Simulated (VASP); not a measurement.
# Ir (P6_3/mmc) in VASP: further runs, part 2 of 2

VASP 6.6.1. The steps go on from the part before.

## (4) Band structure, AM05

INCAR reads:

```
SYSTEM = Ir
PREC = Accurate
ENCUT = 520
EDIFF = 1E-6
ISMEAR = -1
SIGMA = 0.05
LREAL = .FALSE.
LASPH = .TRUE.
NELM = 100
ALGO = Normal
ISIF = 2
LWAVE = .FALSE.
LCHARG = .FALSE.
LMAXMIX = 4
GGA = AM
NBANDS = 16
```

KPOINTS reads:

```
Automatic mesh
0
G
  11 11 6
  0 0 0
```

POSCAR reads:

```
Ir
1.0
    2.7513778946      0.0000000000      0.0000000000
   -1.3756889473      2.3827631521      0.0000000000
    0.0000000000      0.0000000000      4.4622900000
Ir
2
Direct
    0.3333333333      0.6666666667      0.2500000000
    0.6666666667      0.3333333333      0.7500000000
```

KPOINTS_OPT reads:

```
path GMKGALHA,LM,KH
10
line-mode
reciprocal
 0.0000000000  0.0000000000  0.0000000000  G
 0.5000000000  0.0000000000  0.0000000000  M

 0.5000000000  0.0000000000  0.0000000000  M
 0.3333333333  0.3333333333  0.0000000000  K

 0.3333333333  0.3333333333  0.0000000000  K
 0.0000000000  0.0000000000  0.0000000000  G

 0.0000000000  0.0000000000  0.0000000000  G
 0.0000000000  0.0000000000  0.5000000000  A

 0.0000000000  0.0000000000  0.5000000000  A
 0.5000000000  0.0000000000  0.5000000000  L

 0.5000000000  0.0000000000  0.5000000000  L
 0.3333333333  0.3333333333  0.5000000000  H

 0.3333333333  0.3333333333  0.5000000000  H
 0.0000000000  0.0000000000  0.5000000000  A

 0.5000000000  0.0000000000  0.5000000000  L
 0.5000000000  0.0000000000  0.0000000000  M

 0.3333333333  0.3333333333  0.0000000000  K
 0.3333333333  0.3333333333  0.5000000000  H
```

Potentials or basis: VASP PAW PBE potentials, release 64 (Ir).

Command:

```sh
> cat potpaw_PBE.64/Ir/POTCAR > POTCAR
> mpirun -np 1 vasp_std > vasp.out
```

OUTCAR:

```text
SYSTEM = Ir
   PREC = Accurate
   ENCUT = 520
   EDIFF = 1E-6
   ISMEAR = -1
   LREAL = .FALSE.
   LASPH = .TRUE.
   NELM = 100
   ISIF = 2
   GGA = AM

 ion  position               nearest neighbor table
   1  0.333  0.667  0.250-   2 2.74   2 2.74   2 2.74   2 2.74   2 2.74   2 2.74
   2  0.667  0.333  0.750-   1 2.74   1 2.74   1 2.74   1 2.74   1 2.74   1 2.74

  LATTYP: Found a hexagonal cell.
 ALAT       =     2.7513778946
 C/A-ratio  =     1.6218382828

  Lattice vectors:
[... 194 lines left out ...]
      5       6.0970      2.00000
      6       6.7249      2.00000
[... 433 lines left out ...]
      3       4.6049      2.00000
      4       4.8446      2.00000
      5       5.8115      2.00000
      6       6.4067      2.00000
[... 8 lines left out ...]
     15      24.8115      0.00000
     16      26.1881      0.00000

 [... further k-points ...]
[... 5 lines left out ...]
  --------------------------------------------------------------------------------------
  -------------------------------------------------------------------------------------
  Total       -2.5872299     -2.5872299     -2.6749479     -0.0000000      0.0000000      0.0000000
  in kB     -141.6957083   -141.6957083   -146.4997891     -0.0000000      0.0000000      0.0000000
  external PRESSURE =    -143.2970686 kB  Pullay stress =       0.0000000 kB

 VOLUME and BASIS-vectors are now :
 -----------------------------------------------------------------------------
  energy-cutoff  :      520.00
  volume of cell :       29.25
      direct lattice vectors                 reciprocal lattice vectors
     2.751377895  0.000000000  0.000000000     0.363454254  0.209840411  0.000000000
    -1.375688947  2.382763152  0.000000000     0.000000000  0.419680823  0.000000000
     0.000000000  0.000000000  4.462290000     0.000000000  0.000000000  0.224100182

 POSITION                                       TOTAL-FORCE (eV/Angst)
 -----------------------------------------------------------------------------------
     -0.00000      1.58851      1.11557        -0.000000      0.000000      0.000000
      1.37569      0.79425      3.34672         0.000000     -0.000000      0.000000
 -----------------------------------------------------------------------------------
    total drift:                                0.000000     -0.000000     -0.000000

  FREE ENERGIE OF THE ION-ELECTRON SYSTEM (eV)
  ---------------------------------------------------
  free  energy   TOTEN  =       -18.8742856716 eV

  energy  without entropy=      -18.8487966892  energy(sigma->0) =      -18.86154118
```

Wall time 25 s (1 thread of Intel Xeon Platinum 8488C (Sapphire Rapids), shared host); peak memory 0.17 GiB.

Results:

| Quantity | Value |
| --- | --- |
| Free energy | -18.8743 eV |
| Pressure | -14.3 GPa |
| Band gap along the path | none (metal or under the smearing width) |

Stress tensor (GPa, compression positive):
```
-14.17   0.00   0.00
  0.00 -14.17   0.00
  0.00   0.00 -14.65
```

Levels at the corners of the path, in eV from the Fermi level:
| point | band 4 | band 5 | band 6 | band 7 | band 8 | band 9 | band 10 | band 11 | band 12 | band 13 |
| --- | --- | --- | --- | --- | --- | --- | --- | --- | --- | --- |
| Γ | -3.65 | -3.65 | -3.02 | -3.02 | -2.25 | -2.25 | -0.80 | 0.27 | 0.27 | 6.76 |
| M | -3.93 | -3.41 | -3.34 | -2.85 | 0.69 | 0.93 | 1.09 | 2.83 | 4.25 | 8.04 |
| M | -3.93 | -3.41 | -3.34 | -2.85 | 0.69 | 0.93 | 1.09 | 2.83 | 4.25 | 8.04 |
| K | -4.92 | -4.04 | -4.04 | -2.30 | -0.03 | -0.03 | 0.31 | 4.38 | 4.38 | 5.88 |
| K | -4.92 | -4.04 | -4.04 | -2.30 | -0.03 | -0.03 | 0.31 | 4.38 | 4.38 | 5.88 |
| Γ | -3.65 | -3.65 | -3.02 | -3.02 | -2.25 | -2.25 | -0.80 | 0.27 | 0.27 | 6.76 |
| Γ | -3.65 | -3.65 | -3.02 | -3.02 | -2.25 | -2.25 | -0.80 | 0.27 | 0.27 | 6.76 |
| A | -4.23 | -3.76 | -3.76 | -3.76 | -3.76 | -0.44 | -0.44 | -0.44 | -0.44 | 13.52 |
| A | -4.23 | -3.76 | -3.76 | -3.76 | -3.76 | -0.44 | -0.44 | -0.44 | -0.44 | 13.52 |
| L | -5.71 | -2.02 | -2.02 | -0.93 | -0.93 | 0.93 | 0.93 | 1.95 | 1.95 | 7.38 |
| L | -5.71 | -2.02 | -2.02 | -0.93 | -0.93 | 0.93 | 0.93 | 1.95 | 1.95 | 7.38 |
| H | -5.23 | -3.99 | -3.99 | -2.27 | -2.27 | 0.31 | 0.31 | 6.92 | 6.92 | 7.56 |
| H | -5.23 | -3.99 | -3.99 | -2.27 | -2.27 | 0.31 | 0.31 | 6.92 | 6.92 | 7.56 |
| A | -4.23 | -3.76 | -3.76 | -3.76 | -3.76 | -0.44 | -0.44 | -0.44 | -0.44 | 13.52 |
| L | -5.71 | -2.02 | -2.02 | -0.93 | -0.93 | 0.93 | 0.93 | 1.95 | 1.95 | 7.38 |
| M | -3.93 | -3.41 | -3.34 | -2.85 | 0.69 | 0.93 | 1.09 | 2.83 | 4.25 | 8.04 |
| K | -4.92 | -4.04 | -4.04 | -2.30 | -0.03 | -0.03 | 0.31 | 4.38 | 4.38 | 5.88 |
| H | -5.23 | -3.99 | -3.99 | -2.27 | -2.27 | 0.31 | 0.31 | 6.92 | 6.92 | 7.56 |

Caveat: the PAW data sets were made with another functional, which shifts forces and pressure a little; spin-orbit coupling is left out, which moves the levels of the heavy elements.

## (5) Band structure, PW91

Changes to INCAR since step 4:

```diff
@@ -14,3 +14,3 @@
 LMAXMIX = 4
-GGA = AM
+GGA = 91
 NBANDS = 16
```

KPOINTS is that of step 4.

POSCAR is that of step 4.

KPOINTS_OPT is that of step 4.

Command:

```sh
> cat potpaw_PBE.64/Ir/POTCAR > POTCAR
> mpirun -np 1 vasp_std > vasp.out
```

It took 24 s on 1 thread of Intel Xeon Platinum 8488C (Sapphire Rapids), shared host; peak memory 0.17 GiB.

It converged, with:

```yaml
Free_energy: -17.4530 eV
Pressure: 2.5 GPa
Band_gap_along_the_path: none (metal or under the smearing width)
```

Stress tensor (GPa, compression positive):
```
2.65 0.00 0.00
0.00 2.65 0.00
0.00 0.00 2.32
```

Levels at the corners of the path, in eV from the Fermi level:
```tsv
point	band 5	band 6	band 7	band 8	band 9	band 10	band 11	band 12
Γ	-3.66	-3.03	-3.03	-2.27	-2.27	-0.65	0.27	0.27
M	-3.40	-3.26	-2.84	0.69	0.93	1.09	2.88	4.31
M	-3.40	-3.26	-2.84	0.69	0.93	1.09	2.88	4.31
K	-4.04	-4.04	-2.30	-0.03	-0.03	0.30	4.45	4.45
K	-4.04	-4.04	-2.30	-0.03	-0.03	0.30	4.45	4.45
Γ	-3.66	-3.03	-3.03	-2.27	-2.27	-0.65	0.27	0.27
Γ	-3.66	-3.03	-3.03	-2.27	-2.27	-0.65	0.27	0.27
A	-3.78	-3.78	-3.78	-3.78	-0.45	-0.45	-0.45	-0.45
A	-3.78	-3.78	-3.78	-3.78	-0.45	-0.45	-0.45	-0.45
L	-2.03	-2.03	-0.86	-0.86	0.93	0.93	2.02	2.02
L	-2.03	-2.03	-0.86	-0.86	0.93	0.93	2.02	2.02
H	-3.95	-3.95	-2.28	-2.28	0.31	0.31	7.01	7.01
H	-3.95	-3.95	-2.28	-2.28	0.31	0.31	7.01	7.01
A	-3.78	-3.78	-3.78	-3.78	-0.45	-0.45	-0.45	-0.45
L	-2.03	-2.03	-0.86	-0.86	0.93	0.93	2.02	2.02
M	-3.40	-3.26	-2.84	0.69	0.93	1.09	2.88	4.31
K	-4.04	-4.04	-2.30	-0.03	-0.03	0.30	4.45	4.45
H	-3.95	-3.95	-2.28	-2.28	0.31	0.31	7.01	7.01
```

Caveat: the PAW data sets were made with another functional, which shifts forces and pressure a little; spin-orbit coupling is left out, which moves the levels of the heavy elements.

## (6) Band structure, r2SCAN

Changes to INCAR since step 5:

```diff
@@ -14,3 +14,4 @@
 LMAXMIX = 4
-GGA = 91
+METAGGA = R2SCAN
+LMIXTAU = .TRUE.
 NBANDS = 16
```

KPOINTS is that of step 5.

POSCAR is that of step 5.

KPOINTS_OPT is that of step 5.

Potentials or basis: VASP PAW PBE potentials, release 64 (Ir).

Command:

```sh
> cat potpaw_PBE.64/Ir/POTCAR > POTCAR
> mpirun -np 1 vasp_std > vasp.out
```

OUTCAR:

```text
SYSTEM = Ir
   PREC = Accurate
   ENCUT = 520
   EDIFF = 1E-6
   ISMEAR = -1
   LREAL = .FALSE.
   LASPH = .TRUE.
   NELM = 100
   ISIF = 2
   METAGGA = R2SCAN

 ion  position               nearest neighbor table
   1  0.333  0.667  0.250-   2 2.74   2 2.74   2 2.74   2 2.74   2 2.74   2 2.74
   2  0.667  0.333  0.750-   1 2.74   1 2.74   1 2.74   1 2.74   1 2.74   1 2.74

  LATTYP: Found a hexagonal cell.
 ALAT       =     2.7513778946
 C/A-ratio  =     1.6218382828

  Lattice vectors:

 A1 = (   2.7513778946,   0.0000000000,   0.0000000000)
 A2 = (  -1.3756889473,   2.3827631521,   0.0000000000)
 A3 = (   0.0000000000,   0.0000000000,   4.4622900000)

Analysis of symmetry for initial positions (statically):
=====================================================================
 Subroutine PRICEL returns:
 Original cell was already a primitive cell.

 Routine SETGRP: Setting up the symmetry group for a
 hexagonal supercell.

 Subroutine GETGRP returns: Found 24 space group operations
 (whereof 12 operations were pure point group operations)
 out of a pool of 24 trial point group operations.

The static configuration has the point symmetry D_3d.
 The point group associated with its full space group is D_6h.

Analysis of symmetry for dynamics (positions and initial velocities):
=====================================================================
 Subroutine PRICEL returns:
 Original cell was already a primitive cell.

 Routine SETGRP: Setting up the symmetry group for a
 hexagonal supercell.

 Subroutine GETGRP returns: Found 24 space group operations
 (whereof 12 operations were pure point group operations)
 out of a pool of 24 trial point group operations.

The dynamic configuration has the point symmetry D_3d.
 The point group associated with its full space group is D_6h.

 Subroutine INISYM returns: Found 24 space group operations
 (whereof 12 operations are pure point group operations),
 and found     1 'primitive' translations

[... 110 lines left out ...]
   EFERMI_NEDOS =   21; number of points for ismear=-14 and -15
   IALGO  =     38    algorithm
   IMIX   =      4    mixing-type and parameters
     AMIX     =   0.40;   BMIX     =  1.00
     AMIX_MAG =   1.60;   BMIX_MAG =  1.00
  volume/ion in A,a.u.               =      14.63        98.71
  Fermi-wavevector in a.u.,A,eV,Ry     =   1.392417  2.631287 26.379323  1.938826
  Thomas-Fermi vector in A             =   2.516162
   LORBIT       =      0    0 simple, 1 ext, 2 COOP (PROOUT), +10 PAW based schemes
   METAGGA = R2SCAN    functional components
   LHFCALC =     F    Hartree Fock is set to
   AEXX    =    0.0000 exact exchange contribution
   IVDW    =     0    specifies the selected vdW correction
   LEPSILON=     F    determine dielectric tensor
   LRPA    =     F    only Hartree local field effects (RPA)
 non-spin polarized calculation
  energy-cutoff  :      520.00
  volume of cell :       29.25
 maximum number of plane-waves:       796
   NGX = 11   NGY = 11   NGZ = 17

 number of electron      18.0000000 magnetization

 Free energy of the ion-electron system (eV)
  ---------------------------------------------------
  ext. energy  EPLUGINS =         0.00000000
  ---------------------------------------------------
  free energy    TOTEN  =      -104.52690006 eV

  energy without entropy =     -104.50138424  energy(sigma->0) =     -104.51414215

 E-fermi :   9.7178     XC(G=0): -15.1077

 val. band max:        9.7034746087   @ k =   0.3636   0.1818   0.1667
 cond. band min:       9.7274223663   @ k =   0.2727   0.0909   0.3333
 fundamental gap:      0.0239477576
 Fermi energy:         9.7177735891

 k-point     1 :       0.0000    0.0000    0.0000
  band No.  band energies     occupation
      1      -1.5626      2.00000
      2       1.5650      2.00000
      3       5.8259      2.00000
      4       5.9341      2.00000
      5       5.9341      2.00000
      6       6.5768      2.00000
[... 433 lines left out ...]
      3       4.4241      2.00000
      4       4.6456      2.00000
      5       5.6316      2.00000
      6       6.2519      2.00000
[... 8 lines left out ...]
     15      25.5707      0.00000
     16      27.1322      0.00000

 [... further k-points ...]
[... 5 lines left out ...]
  --------------------------------------------------------------------------------------
  -------------------------------------------------------------------------------------
  Total       -1.1635962     -1.1635962     -1.2387891      0.0000000      0.0000000     -0.0000000
  in kB      -63.7270697    -63.7270697    -67.8451887      0.0000000      0.0000000     -0.0000000
  external PRESSURE =     -65.0997760 kB  Pullay stress =       0.0000000 kB

 VOLUME and BASIS-vectors are now :
 -----------------------------------------------------------------------------
  energy-cutoff  :      520.00
  volume of cell :       29.25
      direct lattice vectors                 reciprocal lattice vectors
     2.751377895  0.000000000  0.000000000     0.363454254  0.209840411  0.000000000
    -1.375688947  2.382763152  0.000000000     0.000000000  0.419680823  0.000000000
     0.000000000  0.000000000  4.462290000     0.000000000  0.000000000  0.224100182

 POSITION                                       TOTAL-FORCE (eV/Angst)
 -----------------------------------------------------------------------------------
     -0.00000      1.58851      1.11557         0.000000     -0.000000      0.000000
      1.37569      0.79425      3.34672        -0.000000      0.000000      0.000000
 -----------------------------------------------------------------------------------
    total drift:                                0.000000     -0.000000     -0.000000

  FREE ENERGIE OF THE ION-ELECTRON SYSTEM (eV)
  ---------------------------------------------------
  free  energy   TOTEN  =      -104.5269000551 eV

  energy  without entropy=     -104.5013842411  energy(sigma->0) =     -104.51414215
```

OSZICAR:

```text
N       E                     dE             d eps       ncg     rms          rms(c)
DAV:   1     0.550206395400E+02    0.55021E+02   -0.87985E+03  2048   0.117E+03
DAV:   2    -0.105414788799E+03   -0.16044E+03   -0.14482E+03  2056   0.312E+02
DAV:   3    -0.109282304222E+03   -0.38675E+01   -0.37996E+01  2872   0.578E+01
[... 27 lines left out ...]
       N       E                     dE             ncg
DAV:   1     0.258706000479E+05   -0.12409E+05      832
DAV:   2     0.217218270978E+05   -0.41488E+04      848
DAV:   3     0.216247756089E+05   -0.97051E+02     1088
DAV:   4     0.216234904519E+05   -0.12852E+01     1048
DAV:   5     0.216234650473E+05   -0.25405E-01     1080
DAV:   6     0.216234640561E+05   -0.99120E-03     1072
DAV:   7     0.216234640128E+05   -0.43298E-04      984
DAV:   8     0.216234640111E+05   -0.17626E-05      768
DAV:   9     0.216234640109E+05   -0.19739E-06      632
```

Run time: 2 min. Hardware: 1 thread of Intel Xeon Platinum 8488C (Sapphire Rapids), shared host; peak memory 0.17 GiB.

Results:

| Quantity | Value |
| --- | --- |
| Free energy | -104.5269 eV |
| Pressure | -6.5 GPa |
| Band gap along the path | none (metal or under the smearing width) |

Levels at the corners of the path, in eV from the Fermi level:
```tsv
point	band 5	band 6	band 7	band 8	band 9	band 10	band 11	band 12
Γ	-3.78	-3.14	-3.14	-2.36	-2.36	-0.69	0.28	0.28
M	-3.54	-3.38	-2.95	0.71	0.94	1.11	2.98	4.47
M	-3.54	-3.38	-2.95	0.71	0.94	1.11	2.98	4.47
K	-4.21	-4.21	-2.39	-0.02	-0.02	0.31	4.71	4.71
K	-4.21	-4.21	-2.39	-0.02	-0.02	0.31	4.71	4.71
Γ	-3.78	-3.14	-3.14	-2.36	-2.36	-0.69	0.28	0.28
Γ	-3.78	-3.14	-3.14	-2.36	-2.36	-0.69	0.28	0.28
A	-3.91	-3.91	-3.91	-3.91	-0.47	-0.47	-0.47	-0.47
A	-3.91	-3.91	-3.91	-3.91	-0.47	-0.47	-0.47	-0.47
L	-2.10	-2.10	-0.90	-0.90	0.95	0.95	2.07	2.07
L	-2.10	-2.10	-0.90	-0.90	0.95	0.95	2.07	2.07
H	-4.13	-4.13	-2.37	-2.37	0.32	0.32	7.26	7.26
H	-4.13	-4.13	-2.37	-2.37	0.32	0.32	7.26	7.26
A	-3.91	-3.91	-3.91	-3.91	-0.47	-0.47	-0.47	-0.47
L	-2.10	-2.10	-0.90	-0.90	0.95	0.95	2.07	2.07
M	-3.54	-3.38	-2.95	0.71	0.94	1.11	2.98	4.47
K	-4.21	-4.21	-2.39	-0.02	-0.02	0.31	4.71	4.71
H	-4.13	-4.13	-2.37	-2.37	0.32	0.32	7.26	7.26
```

Caveat: the PAW data sets were made with another functional, which shifts forces and pressure a little; spin-orbit coupling is left out, which moves the levels of the heavy elements.

## (7) For comparison

An earlier run on the cell as given: functional PBEsol; potentials or basis VASP PAW PBE potentials, release 64 (Ir); cutoff 520 eV; k mesh 11 × 11 × 6; occupations fermi-dirac, width 0.05 eV; no spin polarisation.

- Pressure: -11.6 GPa
- Band gap on the k mesh: none (metal or under the smearing width)

## (8) Summary

```tsv
task	level	ladder	pressure (GPa)
band structure	revPBE	-	2.0
band structure	BLYP	-	18.2
band structure	AM05	-	-14.3
band structure	PW91	-	2.5
band structure	r2SCAN	-	-6.5
single point	PBEsol	free	-11.6
```

Alike in all rows: potentials or basis VASP PAW PBE potentials, release 64 (Ir); no spin polarisation; cell as given; k mesh 11 × 11 × 6; cutoff (eV) 520; smearing fermi-dirac 0.05 eV.

The pressure there spans -14.3 GPa (AM05) to 18.2 GPa (BLYP); a positive pressure means that this level wants a larger cell, a negative one a smaller.

Caveats: the PAW data sets were made with another functional, which shifts forces and pressure a little; spin-orbit coupling is left out, which moves the levels of the heavy elements (some runs).

Absolute energies hang on the potentials; compare differences alone.
